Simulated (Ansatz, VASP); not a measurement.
One calculation of TiAl, two programs

```xyz
2
Lattice="2.7946 0.0000 0.0000 0.0000 2.7946 0.0000 0.0000 0.0000 3.9199" Properties=species:S:1:pos:R:3 pbc="T T T"
Ti    1.3973    1.3973    1.9600
Al    0.0000    0.0000    0.0000
```

Change from the starting cell: strain along c alone, the other axes held, atoms relaxed: -3.0 %.

Alike in both runs: task single point; functional PBEsol; k mesh 16 × 16 × 10; occupations gaussian, width 0.1 eV; no spin polarisation.

```csv
,VASP,Ansatz
version,VASP 6.6.1,Ansatz 0.2.0
potentials or method,"VASP PAW PBE potentials, release 64 (Ti_sv, Al)","scalar-relativistic, plane waves, PAW"
plane-wave cutoff (eV),520,420
valence electrons in the cell,15,15
```

VASP gave:

```
gap on the k mesh at the Fermi level (eV)       : none
pressure (GPa)                                  : 3.9
largest component of the traceless stress (GPa) : 1.40
```

Task: What did Ansatz give for the same quantities?

Result: gap on the k mesh at the Fermi level (eV): none; pressure (GPa): 3.8; largest component of the traceless stress (GPa): 1.40.

A gap of «none» marks a metal or a gap that the smearing closes.

Caveats: the PAW data sets were made with another functional, which shifts forces and pressure a little (VASP).
